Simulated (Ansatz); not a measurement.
## PtS2 in Ansatz: the effect of functional

Crystal: PtS2.

```
Pt S
1.0
     3.49531    0.00000    0.00000
    -1.74766    3.02703    0.00000
     0.00000    0.00000    4.97070
Pt S
1 2
Direct
  0.00000 0.00000 0.00000
  0.66667 0.33333 0.77300
  0.33333 0.66667 0.22700
```

The cell isn't the ideal one: volume scaled by 0.96.

Alike in all runs:

- Program: Ansatz 0.2.0
- Task: single point
- Potentials or basis: Ansatz PAW
- k mesh: 9 × 9 × 5
- Occupations: fermi-dirac, width 0.05 eV
- Spin: no spin polarisation

Problem. One run gave: gap on the mesh 1.24 eV; pressure 17.3 GPa; largest force 1.90 eV/Å. Which functional did it use?
A. PBE
B. PBEsol
C. r2SCAN
D. LDA

Solution. C.

| functional | cutoff | gap on the mesh (eV) | pressure (GPa) | largest force (eV/Å) |
| --- | --- | --- | --- | --- |
| LDA | 420 eV (not typed: the program's choice for these potentials) | 0.94 | 10.9 | 1.47 |
| PBE | 420 eV (not typed: the program's choice for these potentials) | 1.06 | 19.5 | 1.93 |
| PBEsol | 420 eV (not typed: the program's choice for these potentials) | 0.99 | 14.0 | 1.63 |
| r2SCAN | 500 eV (not typed: the program's choice for these potentials) | 1.24 | 17.3 | 1.90 |

Caveats: odd divisions of the mesh miss points on the zone boundary, where band edges often lie, so the gap on the mesh can be too wide; spin-orbit coupling is left out, which moves the levels of the heavy elements; forces of over 1 eV/Å show positions far from the minimum, so gaps and moduli don't describe the material at rest; the PAW data sets come from PBE, with cores solved anew for the run's functional, which leaves a small shift of forces and pressure (some runs).

A k mesh can miss the band edges.
